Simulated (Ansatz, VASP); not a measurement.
## One calculation of TiN, two programs

File INCAR:

```
PREC     = Accurate       # precision mode
ENCUT    = 520            # plane-wave cutoff, eV
EDIFF    = 1E-6           # SCF threshold, eV
ISMEAR   = 0              # smearing method
SIGMA    = 0.1            # smearing width, eV
LREAL    = False          # projectors in reciprocal space
LASPH    = True           # aspherical terms in the spheres
NELM     = 60             # most SCF steps
ALGO     = Normal         # electronic algorithm
ISIF     = 2              # what is computed and relaxed
LWAVE    = False          # write WAVECAR
LCHARG   = False          # write CHGCAR
LDIPOL   = True         
IDIPOL   = 3            
DIPOL    = 0.5 0.5 0.328
GGA      = PE             # functional
NBANDS   = 34             # bands
```

KPOINTS

```
Automatic mesh
0
Gamma
  9 9 1
```

POSCAR

```
TiN
1.0
    3.0028555063      0.0000000000      0.0000000000
   -1.5014277532      2.6005491524      0.0000000000
    0.0000000000      0.0000000000     21.5541471692
N Ti
3 3
Direct
    0.3333333333      0.6666666667      0.1855791356
    0.0000000000      0.0000000000      0.2993308528
    0.6666666667      0.3333333333      0.4147299344
    0.6666666667      0.3333333333      0.2424549943
    0.3333333333      0.6666666667      0.3575097830
    0.0000000000      0.0000000000      0.4664599852
```

Input for Ansatz:

```yaml
crystal:
  lattice:
    - [3.0028555063, 0.0, 0.0]
    - [-1.5014277532, 2.6005491524, 0.0]
    - [0.0, 0.0, 21.5541471692]
  atoms:
    - { symbol: "N", position: [0.3333333333, 0.6666666667, 0.1855791356] }
    - { symbol: Ti, position: [0.6666666667, 0.3333333333, 0.2424549943] }
    - { symbol: "N", position: [0.0, 0.0, 0.2993308528] }
    - { symbol: Ti, position: [0.3333333333, 0.6666666667, 0.357509783] }
    - { symbol: "N", position: [0.6666666667, 0.3333333333, 0.4147299344] }
    - { symbol: Ti, position: [0.0, 0.0, 0.4664599852] }
basis:
  ecutwfc: 420
kpoints:
  mp_grid: { grid: [9, 9, 1] }
hamiltonian:
  xc: pbe
  pseudopotentials: { kind: paw, azcp: { folder: soft_1 } }
scf:
  occupations: { method: gaussian, width: 0.1 }
output:
  forces: true
  eigenvalues: true
efield:
  axis: 3
  dipole_correction: true
  ramp_width: 0.04
```

Alike in both runs: task single point; functional PBE; k mesh 9 × 9 × 1; occupations gaussian, width 0.1 eV; no spin polarisation.

|  | VASP | Ansatz |
| --- | --- | --- |
| version | VASP 6.6.1 | Ansatz 0.2.0 |
| potentials or method | VASP PAW PBE potentials, release 64 (N, Ti_sv) | scalar-relativistic, plane waves, PAW |
| plane-wave cutoff (eV) | 520 | 420 |
| valence electrons in the cell | 51 | 51 |

|  | VASP | Ansatz | Ansatz less VASP |
| --- | --- | --- | --- |
| gap on the k mesh at the Fermi level (eV) | none | none | - |
| rms of the force components (eV/Å) | 1.594 | 1.599 | +0.0054 |

A gap of «none» marks a metal or a gap that the smearing closes. Ansatz warned: «vacuum_below_fermi».
